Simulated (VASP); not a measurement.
# TePb (Fm-3m) in VASP: single point with r2SCAN

Aim: the single point of TePb with r2SCAN.

Program: VASP 6.6.1. These are calculated values, not measurements. Logs are shortened: lines on timing, memory, paths and dates and some standing lists are left out, and cuts for length are marked.

**Measured values to compare with.**

A printed reference work, monograph reports, for a bulk crystal of TePb at 4.2 K: band gap 0.19 eV (direct).

The results are compared with them further down.

### 1 The cell of the first run

The structure is cubic, space group Fm-3m (No. 225). The conventional cell has a = 6.454 Å, b = 6.454 Å, c = 6.454 Å, α = 90.00°, β = 90.00°, γ = 90.00°. Te (site symmetry m-3m) has 6 Pb at 3.23 Å within 4.2 Å. Within 4.2 Å of Pb (site symmetry m-3m) lie 6 Te at 3.23 Å.

### 2 Single point, r2SCAN

Contents of POSCAR:

```
TePb
1.0
    0.0000000000      3.2270000000      3.2270000000
    3.2270000000      0.0000000000      3.2270000000
    3.2270000000      3.2270000000      0.0000000000
Te Pb
1 1
Direct
    0.5000000000      0.5000000000      0.5000000000
    0.0000000000      0.0000000000      0.0000000000
```

Contents of INCAR.step1:

```
PREC = Accurate
ENCUT = 520
ISMEAR = 0
SIGMA = 0.1
LREAL = F
LASPH = T
NELM = 60
NBANDS = 17
GGA = PE
ALGO = Normal
EDIFF = 1E-4
LWAVE = T
LCHARG = F
```

Contents of INCAR.step2:

```
PREC = Accurate
ENCUT = 520
EDIFF = 1E-7
ISMEAR = 0
SIGMA = 0.1
LREAL = F
LASPH = T
NELM = 60
ALGO = Normal
ISIF = 2
LWAVE = F
LCHARG = F
METAGGA = R2SCAN
LMIXTAU = T
NBANDS = 17
ISTART = 1
```

Contents of KPOINTS:

```
regular mesh
0
Gamma
  6 6 6
```

Potentials or basis: VASP PAW PBE potentials, release 64 (Te, Pb_d).

The run is started by

```console
cat potpaw_PBE.64/Te/POTCAR potpaw_PBE.64/Pb_d/POTCAR > POTCAR
cp INCAR.step1 INCAR
mpirun -np 1 vasp_std > vasp.out
cp INCAR.step2 INCAR
mpirun -np 1 vasp_std > vasp.out
```

OUTCAR:

```text
PREC = Accurate
   ENCUT = 520
   EDIFF = 1E-7
   ISMEAR = 0
   LREAL = F
   LASPH = T
   NELM = 60
   ISIF = 2
   METAGGA = R2SCAN
   ISTART = 1

 ion  position               nearest neighbor table
   1  0.500  0.500  0.500-   2 3.23   2 3.23   2 3.23   2 3.23   2 3.23   2 3.23
   2  0.000  0.000  0.000-   1 3.23   1 3.23   1 3.23   1 3.23   1 3.23   1 3.23

  LATTYP: Found a face centered cubic cell.
 ALAT       =     6.4540000000

  Lattice vectors:

 A1 = (   0.0000000000,   3.2270000000,   3.2270000000)
 A2 = (   3.2270000000,   0.0000000000,   3.2270000000)
 A3 = (   3.2270000000,   3.2270000000,   0.0000000000)

Analysis of symmetry for initial positions (statically):
=====================================================================
 Subroutine PRICEL returns:
 Original cell was already a primitive cell.

 Routine SETGRP: Setting up the symmetry group for a
 face centered cubic supercell.

 Subroutine GETGRP returns: Found 48 space group operations
 (whereof 48 operations were pure point group operations)
 out of a pool of 48 trial point group operations.

The static configuration has the point symmetry O_h .

Analysis of symmetry for dynamics (positions and initial velocities):
=====================================================================
 Subroutine PRICEL returns:
 Original cell was already a primitive cell.

 Routine SETGRP: Setting up the symmetry group for a
 face centered cubic supercell.

 Subroutine GETGRP returns: Found 48 space group operations
 (whereof 48 operations were pure point group operations)
 out of a pool of 48 trial point group operations.

The dynamic configuration has the point symmetry O_h .

 Subroutine INISYM returns: Found 48 space group operations
 (whereof 48 operations are pure point group operations),
 and found     1 'primitive' translations

----------------------------------------------------------------------------------------

                                     Primitive cell

  volume of cell :      67.2089

  direct lattice vectors                    reciprocal lattice vectors
     0.000000000  3.227000000  3.227000000    -0.154942671  0.154942671  0.154942671
     3.227000000  0.000000000  3.227000000     0.154942671 -0.154942671  0.154942671
     3.227000000  3.227000000  0.000000000     0.154942671  0.154942671 -0.154942671

  length of vectors
     4.563667166  4.563667166  4.563667166     0.268368579  0.268368579  0.268368579

  position of ions in fractional coordinates (direct lattice)
     0.500000000  0.500000000  0.500000000
     0.000000000  0.000000000  0.000000000

  ion indices of the primitive-cell ions
   primitive index   ion index
                 1           1
                 2           2

----------------------------------------------------------------------------------------

 KPOINTS: regular mesh

Automatic generation of k-mesh.
 Grid dimensions read from file:
 generate k-points for:    6    6    6

 Generating k-lattice:

  Cartesian coordinates                     Fractional coordinates (reciprocal lattice)
    -0.025823779  0.025823779  0.025823779     0.166666667  0.000000000  0.000000000
     0.025823779 -0.025823779  0.025823779     0.000000000  0.166666667  0.000000000
     0.025823779  0.025823779 -0.025823779     0.000000000  0.000000000  0.166666667

  Length of vectors
     0.044728096  0.044728096  0.044728096

  Shift w.r.t. Gamma in fractional coordinates (k-lattice)
     0.000000000  0.000000000  0.000000000

 Subroutine IBZKPT returns following result:
 ===========================================

 Found     16 irreducible k-points:

 Following reciprocal coordinates:
            Coordinates               Weight
  0.000000  0.000000  0.000000      1.000000
  0.166667  0.000000  0.000000      8.000000
  0.333333  0.000000  0.000000      8.000000
  0.500000  0.000000  0.000000      4.000000
  0.166667  0.166667  0.000000      6.000000
  0.333333  0.166667  0.000000     24.000000
[... 8 lines left out ...]
 -0.333333  0.333333  0.166667     24.000000
 -0.333333  0.500000  0.166667     12.000000
   k-points           NKPTS =     16   k-points in BZ     NKDIM =     16   number of bands    NBANDS=     17
   number of dos      NEDOS =    301   number of ions     NIONS =      2
   total plane-waves  NPLWV =  46656
   dimension x,y,z NGX =    36 NGY =   36 NGZ =   36
   dimension x,y,z NGXF=    72 NGYF=   72 NGZF=   72
   ions per type =               1   1
   NGX,Y,Z   is equivalent  to a cutoff of  13.11, 13.11, 13.11 a.u.
   NGXF,Y,Z  is equivalent  to a cutoff of  26.23, 26.23, 26.23 a.u.
 SYSTEM =  unknown system
   PREC   = accura    normal or accurate (medium, high low for compatibility)
   ISTART =      1    job   : 0-new  1-cont  2-samecut
   ICHARG =      0    charge: 1-file 2-atom 10-const
   ISPIN  =      1    spin polarized calculation?
   LNONCOLLINEAR =      F non collinear calculations
   LSORBIT =      F    spin-orbit coupling
   LASPH  =      T    aspherical Exc in radial PAW
   ENCUT  =  520.0 eV  38.22 Ry    6.18 a.u.   8.49  8.49  8.49*2*pi/ulx,y,z
   NELM   =     60;   NELMIN=  2; NELMDL=  0     # of ELM steps
   EDIFF  = 0.1E-06   stopping-criterion for ELM
   LREAL  =      F    real-space projection
   EDIFFG = 0.1E-05   stopping-criterion for IOM
   NSW    =      0    number of steps for IOM
   IBRION =     -1    ionic relax: 0-MD 1-quasi-New 2-CG
   NFREE  =      0    steps in history (QN), initial steepest desc. (CG)
   ISIF   =      2    stress and relaxation
   ISYM   =      2    0-nonsym 1-usesym 2-fastsym
   POTIM  = 0.5000    time-step for ionic-motion
   TEBEG  =    0.0;   TEEND  =   0.0 temperature during run
   PSTRESS=    0.0 pullay stress
   NELECT =      20.0000    total number of electrons
   NUPDOWN=      -1.0000    fix difference up-down
   EMIN   =  10.00;   EMAX   =-10.00  energy-range for DOS
   EFERMI =   0.00;   METHOD = LEGACY
   ISMEAR =     0;   SIGMA  =   0.10  broadening in eV -4-tet -1-fermi 0-gaus
   EFERMI_NEDOS =   21; number of points for ismear=-14 and -15
   IALGO  =     38    algorithm
   IMIX   =      4    mixing-type and parameters
     AMIX     =   0.40;   BMIX     =  1.00
     AMIX_MAG =   1.60;   BMIX_MAG =  1.00
  volume/ion in A,a.u.               =      33.60       226.77
  Fermi-wavevector in a.u.,A,eV,Ry     =   1.092972  2.065418 16.253366  1.194589
  Thomas-Fermi vector in A             =   2.229249
   LORBIT       =      0    0 simple, 1 ext, 2 COOP (PROOUT), +10 PAW based schemes
   METAGGA = R2SCAN    functional components
   LHFCALC =     F    Hartree Fock is set to
   AEXX    =    0.0000 exact exchange contribution
   IVDW    =     0    specifies the selected vdW correction
   LEPSILON=     F    determine dielectric tensor
   LRPA    =     F    only Hartree local field effects (RPA)
 non-spin polarized calculation
 Gauss-broadening in eV      SIGMA  =   0.10
  energy-cutoff  :      520.00
  volume of cell :       67.21
 maximum number of plane-waves:      1837
 NGX is ok and might be reduce to    36
   NGX = 17   NGY = 17   NGZ = 17

 number of electron      20.0000002 magnetization

 Free energy of the ion-electron system (eV)
  ---------------------------------------------------
  ext. energy  EPLUGINS =         0.00000000
  ---------------------------------------------------
  free energy    TOTEN  =       -82.69238746 eV

  energy without entropy =      -82.69238746  energy(sigma->0) =      -82.69238746

 E-fermi :   6.0012     XC(G=0):  -9.8343

 val. band max:        5.5694401847   @ k =   0.5000   0.0000   0.0000
 cond. band min:       6.5817838863   @ k =   0.5000   0.0000   0.0000
 fundamental gap:      1.0123437017
 Fermi energy:         6.0012431446

 k-point     1 :       0.0000    0.0000    0.0000
  band No.  band energies     occupation
      1     -11.8199      2.00000
      2     -11.8199      2.00000
      3     -11.8075      2.00000
      4     -11.8075      2.00000
      5     -11.8075      2.00000
      6      -6.9891      2.00000
[... 9 lines left out ...]
     16      11.7328      0.00000
     17      13.3742      0.00000

 k-point     2 :       0.1667    0.0000    0.0000
  band No.  band energies     occupation
      1     -11.8237      2.00000
      2     -11.8237      2.00000
      3     -11.8068      2.00000
      4     -11.8035      2.00000
      5     -11.8035      2.00000
      6      -6.7391      2.00000
[... 9 lines left out ...]
     16      12.2586      0.00000
     17      15.1229      0.00000

 k-point     3 :       0.3333    0.0000    0.0000
  band No.  band energies     occupation
      1     -11.8324      2.00000
      2     -11.8324      2.00000
      3     -11.8056      2.00000
      4     -11.7945      2.00000
      5     -11.7945      2.00000
      6      -6.0553      2.00000
[... 9 lines left out ...]
     16      13.6671      0.00000
     17      17.1946      0.00000

 k-point     4 :       0.5000    0.0000    0.0000
  band No.  band energies     occupation
      1     -11.8368      2.00000
      2     -11.8368      2.00000
      3     -11.8051      2.00000
      4     -11.7899      2.00000
      5     -11.7899      2.00000
      6      -5.4665      2.00000
[... 9 lines left out ...]
     16      15.2577      0.00000
     17      15.2667      0.00000
[... 183 lines left out ...]
      1     -11.8581      2.00000
      2     -11.8226      2.00000
      3     -11.8072      2.00000
      4     -11.7918      2.00000
      5     -11.7882      2.00000
      6      -5.5531      2.00000
[... 9 lines left out ...]
     16      15.1186      0.00000
     17      15.7059      0.00000

 k-point    15 :      -0.3333    0.3333    0.1667
  band No.  band energies     occupation
      1     -11.8618      2.00000
      2     -11.8260      2.00000
      3     -11.8001      2.00000
      4     -11.7977      2.00000
      5     -11.7844      2.00000
      6      -5.1434      2.00000
[... 9 lines left out ...]
     16      16.3232      0.00000
     17      16.6708      0.00000

 k-point    16 :      -0.3333    0.5000    0.1667
  band No.  band energies     occupation
      1     -11.8766      2.00000
      2     -11.8182      2.00000
      3     -11.8087      2.00000
      4     -11.7905      2.00000
      5     -11.7808      2.00000
      6      -5.0693      2.00000
[... 9 lines left out ...]
     16      16.8581      0.00000
     17      17.6124      0.00000

------------------------ aborting loop because EDIFF is reached ----------------------------------------

  FORCE on cell =-STRESS in cart. coord.  units (eV):
  Direction    XX          YY          ZZ          XY          YZ          ZX
  --------------------------------------------------------------------------------------
  -------------------------------------------------------------------------------------
  Total        0.7239228      0.7239228      0.7239228     -0.0000000     -0.0000000      0.0000000
  in kB       17.2574235     17.2574235     17.2574235     -0.0000000     -0.0000000      0.0000000
  external PRESSURE =      17.2574235 kB  Pullay stress =       0.0000000 kB

 VOLUME and BASIS-vectors are now :
 -----------------------------------------------------------------------------
  energy-cutoff  :      520.00
  volume of cell :       67.21
      direct lattice vectors                 reciprocal lattice vectors
     0.000000000  3.227000000  3.227000000    -0.154942671  0.154942671  0.154942671
     3.227000000  0.000000000  3.227000000     0.154942671 -0.154942671  0.154942671
     3.227000000  3.227000000  0.000000000     0.154942671  0.154942671 -0.154942671

 POSITION                                       TOTAL-FORCE (eV/Angst)
 -----------------------------------------------------------------------------------
      3.22700      3.22700      3.22700        -0.000000      0.000000     -0.000000
      0.00000      0.00000      0.00000         0.000000      0.000000      0.000000
 -----------------------------------------------------------------------------------
    total drift:                               -0.000000      0.000000      0.000000

  FREE ENERGIE OF THE ION-ELECTRON SYSTEM (eV)
  ---------------------------------------------------
  free  energy   TOTEN  =       -82.6923874624 eV

  energy  without entropy=      -82.6923874624  energy(sigma->0) =      -82.69238746
```

Wall time 79 s (1 thread of Intel Xeon 6975P-C, shared host); peak memory 0.22 GiB.

Results:

| Property | Result |
| --- | --- |
| Free energy | -82.6924 eV |
| Pressure | 1.7 GPa |
| Band gap on the k mesh | 1.01 eV, direct |

Caveat: the PAW data sets were made with another functional, which shifts forces and pressure a little; spin-orbit coupling is left out, which moves the levels of the heavy elements.

### 3 Against experiment

Step 2. Measured gap of TePb: 0.19 eV (direct; 4.2 K; a printed reference work, monograph). This calculation gives 1.01 eV (+0.82 eV). Spin-orbit coupling on Pb, Te is left out. The value is that of r2SCAN on a finite k mesh, which can miss the band edges, without temperature or zero-point motion.
